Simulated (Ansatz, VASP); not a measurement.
**One calculation of Hg, two programs**

The input INCAR:

```
SYSTEM = Hg
  PREC = Accurate
  ENCUT = 520
  EDIFF = 1E-7
  ISMEAR = -1
  SIGMA = 0.05
  LREAL = .False.
  LASPH = .True.
  NELM = 60
  ALGO = Normal
  ISIF = 2
  LWAVE = .False.
  LCHARG = .True.
  GGA = PE
  LELF = .True.
  LVHAR = .True.
  NBANDS = 19
```

File KPOINTS:

```
Automatic mesh
0
Gamma
  14 14 8
  0 0 0
```

POSCAR

```
Hg
1.0
    3.5976075976      0.0000000000      0.0000000000
   -1.7988037988      3.1156195723      0.0000000000
    0.0000000000      0.0000000000      5.5830457610
Hg
2
Direct
    0.3333333333      0.6666666667      0.2500000000
    0.6666666667      0.3333333333      0.7500000000
```

Input for Ansatz:

```yaml
crystal:
  lattice:
    - [3.5976075976, 0.0, 0.0]
    - [-1.7988037988, 3.1156195723, 0.0]
    - [0.0, 0.0, 5.583045761]
  atoms:
    - { symbol: Hg, position: [0.3333333333, 0.6666666667, 0.25] }
    - { symbol: Hg, position: [0.6666666667, 0.3333333333, 0.75] }
kpoints:
  mp_grid: { grid: [14, 14, 8] }
scf:
  occupations: { method: fermi_dirac, width: 0.05 }
hamiltonian:
  xc: pbe
  pseudopotentials: { kind: nc }
output:
  forces: true
  stress: true
  eigenvalues: true
```

Change from the starting cell: volume scaled by 1, norm-conserving files.

Alike in both runs: task single point; functional PBE; k mesh 14 × 14 × 8; occupations fermi-dirac, width 0.05 eV; no spin polarisation.

|  | VASP | Ansatz |
| --- | --- | --- |
| version | VASP 6.6.1 | Ansatz 0.2.0 |
| potentials or method | VASP PAW PBE potentials, release 64 (Hg) | norm-conserving pseudopotentials, scalar-relativistic |
| plane-wave cutoff (eV) | 520 | 898 |
| valence electrons in the cell | 24 | 40 |

|  | VASP | Ansatz | Ansatz less VASP |
| --- | --- | --- | --- |
| pressure (GPa) | 0.0 | 0.0 | -0.02 |

The functional is the same, so the differences come from potentials, cutoffs and numerics. The two sets of potentials don't hold the same shells in valence.

Caveats: spin-orbit coupling is left out, which moves the levels of the heavy elements.
